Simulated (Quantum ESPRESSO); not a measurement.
# AlN (P6_3mc) in Quantum ESPRESSO: notebook, part 4 of 4

Quantum ESPRESSO 7.5. The steps go on from the part before.

### Step 5. Phonons, PBE+D2

The input, pw.in:

```
&CONTROL
  calculation = 'scf'
  prefix = 'pwscf'
  outdir = './tmp'
  pseudo_dir = './pseudo'
  tprnfor = .true.
  tstress = .true.
  disk_io = 'low'
/
&SYSTEM
  ibrav = 0
  nat = 4
  ntyp = 2
  ecutwfc = 84
  nbnd = 14
  occupations = 'smearing'
  smearing = 'fd'
  degauss = 0.00367493
  vdw_corr = 'grimme-d2'
/
&ELECTRONS
  conv_thr = 8d-10
  electron_maxstep = 120
  mixing_beta = 0.5
/
ATOMIC_SPECIES
Al    26.9815 Al.upf
N     14.0070 N.upf
CELL_PARAMETERS angstrom
   3.1130000000    0.0000000000    0.0000000000
  -1.5565000000    2.6959370820    0.0000000000
   0.0000000000    0.0000000000    4.9810000000
ATOMIC_POSITIONS crystal
Al     0.6666666667    0.3333333333    0.5000000000
Al     0.3333333333    0.6666666667    0.0000000000
N      0.6666666667    0.3333333333    0.8800000000
N      0.3333333333    0.6666666667    0.3800000000
K_POINTS automatic
6 6 4 0 0 1
```

The input, relax.in:

```
&CONTROL
  calculation = 'vc-relax'
  prefix = 'pwscf'
  outdir = './tmp'
  pseudo_dir = './pseudo'
  tprnfor = .true.
  tstress = .true.
  disk_io = 'low'
  nstep = 40
  forc_conv_thr = 0.0001
  etot_conv_thr = 1d-06
/
&SYSTEM
  ibrav = 0
  nat = 4
  ntyp = 2
  ecutwfc = 84
  nbnd = 14
  occupations = 'smearing'
  smearing = 'fd'
  degauss = 0.00367493
  vdw_corr = 'grimme-d2'
/
&ELECTRONS
  conv_thr = 8d-10
  electron_maxstep = 120
  mixing_beta = 0.5
/
&IONS
  ion_dynamics = 'bfgs'
/
&CELL
  cell_dynamics = 'bfgs'
  press = 0
  press_conv_thr = 0.2
/
ATOMIC_SPECIES
Al    26.9815 Al.upf
N     14.0070 N.upf
CELL_PARAMETERS angstrom
   3.1130000000    0.0000000000    0.0000000000
  -1.5565000000    2.6959370820    0.0000000000
   0.0000000000    0.0000000000    4.9810000000
ATOMIC_POSITIONS crystal
Al     0.6666666667    0.3333333333    0.5000000000
Al     0.3333333333    0.6666666667    0.0000000000
N      0.6666666667    0.3333333333    0.8800000000
N      0.3333333333    0.6666666667    0.3800000000
K_POINTS automatic
6 6 4 0 0 1
```

The input, scf2.in:

```
&CONTROL
  calculation = 'scf'
  prefix = 'pwscf'
  outdir = './tmp'
  pseudo_dir = './pseudo'
  tprnfor = .true.
  tstress = .true.
  disk_io = 'low'
/
&SYSTEM
  ibrav = 0
  nat = 4
  ntyp = 2
  ecutwfc = 84
  nbnd = 14
  occupations = 'fixed'
  vdw_corr = 'grimme-d2'
/
&ELECTRONS
  conv_thr = 1d-13
  electron_maxstep = 120
  mixing_beta = 0.5
  startingpot = 'file'
  startingwfc = 'file'
/
ATOMIC_SPECIES
Al    26.9815 Al.upf
N     14.0070 N.upf
CELL_PARAMETERS angstrom
   3.1126155825    0.0000000000    0.0000000000
  -1.5563077913    2.6956041667    0.0000000000
   0.0000000000    0.0000000000    5.0110855198
ATOMIC_POSITIONS crystal
Al     0.6666666667    0.3333333333    0.4999312207
Al     0.3333333333    0.6666666667   -0.0000687793
N      0.6666666667    0.3333333333    0.8800687793
N      0.3333333333    0.6666666667    0.3800687793
K_POINTS automatic
6 6 4 0 0 1
```

The input, ph.in:

```
phonons of AlN
&INPUTPH
  prefix = 'pwscf'
  outdir = './tmp'
  tr2_ph = 1d-16
  fildyn = 'dyn'
  niter_ph = 60
  alpha_mix(1) = 0.7
  epsil = .true.
/
0.0000000000 0.0000000000 0.0000000000
```

The input, dynmat.in:

```
&INPUT
  fildyn = 'dyn'
  asr = 'crystal'
  lperm = .true.
  filout = 'dynmat.disp'
  fileig = 'dynmat.eig'
/
```

The input, dynmat_lo.in:

```
&INPUT
  fildyn = 'dyn'
  asr = 'crystal'
  filout = 'dynmat_lo.disp'
  fileig = 'dynmat_lo.eig'
  q(1) = 0
  q(2) = 0
  q(3) = 1
/
```

Potentials or basis: PseudoDojo 0.4.1 SR PBE standard.

Run with:

```bash
$ OMP_NUM_THREADS=1 pw.x -in pw.in > pw.out
$ OMP_NUM_THREADS=1 pw.x -in relax.in > relax.out
$ OMP_NUM_THREADS=1 pw.x -in scf2.in > scf2.out
$ OMP_NUM_THREADS=1 ph.x -in ph.in > ph.out
$ OMP_NUM_THREADS=1 dynmat.x -in dynmat.in > dynmat.out
$ OMP_NUM_THREADS=1 dynmat.x -in dynmat_lo.in > dynmat_lo.out
```

pw.out:

```text
This program is part of the open-source Quantum ESPRESSO suite
     for quantum simulation of materials; please cite
[... 9 lines left out ...]
     --------------------
     sticks:   dense  smooth     PW     G-vecs:    dense   smooth      PW
     Sum         805     805    241                29383    29383    4685

     Using Slab Decomposition

     bravais-lattice index     =            0
     lattice parameter (alat)  =       5.8827  a.u.
     unit-cell volume          =     282.0993 (a.u.)^3
     number of atoms/cell      =            4
     number of atomic types    =            2
     number of electrons       =        16.00
     number of Kohn-Sham states=           14
     kinetic-energy cutoff     =      84.0000  Ry
     charge density cutoff     =     336.0000  Ry
     scf convergence threshold =      8.0E-10
     mixing beta               =       0.5000
     number of iterations used =            8  plain     mixing
     Exchange-correlation= PBE
[... 200 lines left out ...]

          k = 0.1667 0.2887 0.0781 (  3675 PWs)   bands (ev):
[... 26 lines left out ...]
    -5.5035  -5.5035   2.4022   2.4022   2.8766   3.7377   6.1331   6.1331
    13.8087  15.0622  15.2174  15.2174  18.9814  18.9814

     the Fermi energy is     9.4843 ev

!    total energy              =     -51.25647421 Ry
     estimated scf accuracy    <          5.0E-10 Ry
     smearing contrib. (-TS)   =       0.00000000 Ry
     internal energy E=F+TS    =     -51.25647421 Ry

     The total energy is F=E-TS. E is the sum of the following terms:
     one-electron contribution =      -2.07240573 Ry
     hartree contribution      =      11.37869139 Ry
     xc contribution           =     -16.99690126 Ry
     ewald contribution        =     -43.48644828 Ry
     Dispersion Correction     =      -0.07941033 Ry

     convergence has been achieved in  11 iterations

     Forces acting on atoms (cartesian axes, Ry/au):

     atom    1 type  1   force =     0.00000000    0.00000000   -0.00327811
     atom    2 type  1   force =    -0.00000000    0.00000000   -0.00327811
     atom    3 type  2   force =    -0.00000000   -0.00000000    0.00327811
     atom    4 type  2   force =     0.00000000   -0.00000000    0.00327811

     Total force =     0.006556     Total SCF correction =     0.000002

     Computing stress (Cartesian axis) and pressure

          total   stress  (Ry/bohr**3)                   (kbar)     P=       11.02
   0.00001529  -0.00000000   0.00000000            2.25       -0.00        0.00
  -0.00000000   0.00001529   0.00000000           -0.00        2.25        0.00
   0.00000000   0.00000000   0.00019411            0.00        0.00       28.55

=------------------------------------------------------------------------------=
   JOB DONE.
=------------------------------------------------------------------------------=
```

relax.out:

```text
This program is part of the open-source Quantum ESPRESSO suite
     for quantum simulation of materials; please cite
[... 9 lines left out ...]
     --------------------
     sticks:   dense  smooth     PW     G-vecs:    dense   smooth      PW
     Sum         805     805    241                29383    29383    4685
[... 1316 lines left out ...]
   0.00000005  -0.00000000  -0.00000000            0.01       -0.00       -0.00
  -0.00000000   0.00000005  -0.00000000           -0.00        0.01       -0.00
  -0.00000000  -0.00000000  -0.00000027           -0.00       -0.00       -0.04

=------------------------------------------------------------------------------=
   JOB DONE.
=------------------------------------------------------------------------------=
```

scf2.out:

```text
This program is part of the open-source Quantum ESPRESSO suite
     for quantum simulation of materials; please cite
[... 9 lines left out ...]
     --------------------
     sticks:   dense  smooth     PW     G-vecs:    dense   smooth      PW
     Sum         805     805    241                29503    29503    4685
[... 222 lines left out ...]
   0.00000005   0.00000000   0.00000000            0.01        0.00        0.00
   0.00000000   0.00000005   0.00000000            0.00        0.01        0.00
   0.00000000   0.00000000  -0.00000028            0.00        0.00       -0.04

=------------------------------------------------------------------------------=
   JOB DONE.
=------------------------------------------------------------------------------=
```

Wall time 4.6 min (1 thread of Arm Neoverse V2, shared host); peak memory 0.08 GiB.

What came out:

- Free energy: -697.3821 eV
- Relaxed volume: 10.51 Å³/atom
- Relaxed cell: a = 3.113 Å, b = 3.113 Å, c = 5.011 Å, α = 90.00°, β = 90.00°, γ = 120.00°
- Space group after relaxing (to 0.05 Å): P6_3mc (No. 186)
- Pressure after relaxing: 0.0 GPa
- Electronic dielectric tensor (diagonal): 4.47, 4.47, 4.63
- Born charges (mean of the diagonal): Al +2.55; N -2.57 e
- Highest phonon frequency at Γ, LO-TO splitting left out: 726 cm⁻¹
- Static dielectric tensor (diagonal): 8.11, 8.11, 9.30

Step by step:
| step | energy change (eV) | largest force (eV/Å) | pressure (GPa) | volume (Å³) |
| --- | --- | --- | --- | --- |
| 1 | 0.0000 | 0.0843 | 1.10 | 41.80 |
| 2 | -0.0022 | 0.0173 | 0.02 | 42.04 |
| 3 | -0.0022 | 0.0153 | -0.01 | 42.04 |
| 4 | -0.0023 | 0.0033 | -0.01 | 42.05 |
| 5 | -0.0023 | 0.0003 | 0.00 | 42.04 |

Final structure:
```cif
data_structure
_symmetry_space_group_name_H-M 'P 1'
_symmetry_Int_Tables_number 1
_cell_length_a 3.1126
_cell_length_b 3.1126
_cell_length_c 5.0111
_cell_angle_alpha 90.000
_cell_angle_beta 90.000
_cell_angle_gamma 120.000
_cell_volume 42.04
loop_
_atom_site_label
_atom_site_type_symbol
_atom_site_fract_x
_atom_site_fract_y
_atom_site_fract_z
_atom_site_occupancy
Al1 Al 0.66667 0.33333 0.49993 1
Al2 Al 0.33333 0.66667 0.99993 1
N1 N 0.66667 0.33333 0.88007 1
N2 N 0.33333 0.66667 0.38007 1
```

Levels at points of the mesh, in eV from the valence-band top:
| k point | band 5 | band 6 | band 7 | band 8 | band 9 | band 10 | band 11 | band 12 |
| --- | --- | --- | --- | --- | --- | --- | --- | --- |
| (0.00, 0.00, 0.12) | -0.58 | -0.18 | 0.00 | 0.00 | 4.66 | 6.92 | 10.61 | 11.38 |

Phonon frequencies in cm⁻¹ (negative: imaginary):
| q point | frequencies |
| --- | --- |
| (0.000, 0.000, 0.000) | -3 -3 1 228 228 543 620 652 652 662 662 726 |

Electronic dielectric tensor:
```
4.47 0.00 0.00
0.00 4.47 0.00
0.00 0.00 4.63
```

Born effective charge tensors (e):
atom 1, Al
```
2.50 0.00 0.00
0.00 2.50 0.00
0.00 0.00 2.66
```
atom 2, Al
```
2.50 0.00 0.00
0.00 2.50 0.00
0.00 0.00 2.66
```
atom 3, N
```
-2.52  0.00  0.00
 0.00 -2.52  0.00
 0.00  0.00 -2.66
```
atom 4, N
```
-2.52  0.00  0.00
 0.00 -2.52  0.00
 0.00  0.00 -2.66
```

Optical modes at Γ, degenerate ones joined, polar ones without the macroscopic field:
| cm⁻¹ | components | symmetry | active in | IR intensity, summed ((D/Å)²/amu) |
| --- | --- | --- | --- | --- |
| 228 | 2 | E2 | Raman | 0.00 |
| 543 | 1 | B1 | silent | 0.00 |
| 620 | 1 | A1 | IR and Raman | 35.40 |
| 652 | 2 | E2 | Raman | 0.00 |
| 662 | 2 | E1 | IR and Raman | 63.01 |
| 726 | 1 | B1 | silent | 0.00 |

Zone-centre frequencies without and with the macroscopic field along z (cm⁻¹):
|  | optical modes in rising order |
| --- | --- |
| without | 228 228 543 620 652 652 662 662 726 |
| with the field | 228 228 543 652 652 662 662 726 879 |

Static dielectric tensor, electrons and zone-centre modes:
```
8.11 0.00 0.00
0.00 8.11 0.00
0.00 0.00 9.30
```

### Step 6. Summary

```tsv
task	level	potentials or basis	cell	k mesh	form of the LDA correlation	q mesh	iterations	k mesh for the Wannier functions	mesh quality	pressure (GPa)
phonon dispersion	LDA	PseudoDojo 0.4.1 SR LDA standard	relaxed	4 × 4 × 2, shifted	PW92	2 × 2 × 2	-	-	coarse	0.0
Wannier functions	LDA	PseudoDojo 0.4.1 SR LDA standard	as given	6 × 6 × 4	PW92	-	0	6 × 6 × 4	not flagged	-5.9
phonons and Raman activities	PBEsol	PseudoDojo 0.4.1 SR PBEsol standard	relaxed	4 × 4 × 2, shifted	-	-	-	-	coarse	0.0
phonons	PBE+D2	PseudoDojo 0.4.1 SR PBE standard	relaxed	6 × 6 × 4, shifted	-	-	-	-	not flagged	0.0
```

Alike in all rows: no spin polarisation; cutoff (eV) 1143; smearing fermi-dirac 0.05 eV.

Caveats: some runs use coarse meshes.

Total energies depend on the potentials used, so only differences within one code and one set of settings carry meaning.

### Step 7. Comparison with measurements

Step 3. Against the measured gap of AlN, 6.0343 eV (an exciton energy, a little under the gap; 0 K; quoted in “Structural and optical properties of self-assembled AlN nanowires grown on SiO2/Si substrates by molecular beam epitaxy”, 2024, arxiv:2402.00216), the calculated 4.26 eV is off by -1.78 eV. 2 values of this kind are on record (6.034 to 6.0343 eV); this one was drawn at random. The value is that of LDA, without temperature or zero-point motion. Semilocal functionals fall short of measured gaps as a rule.
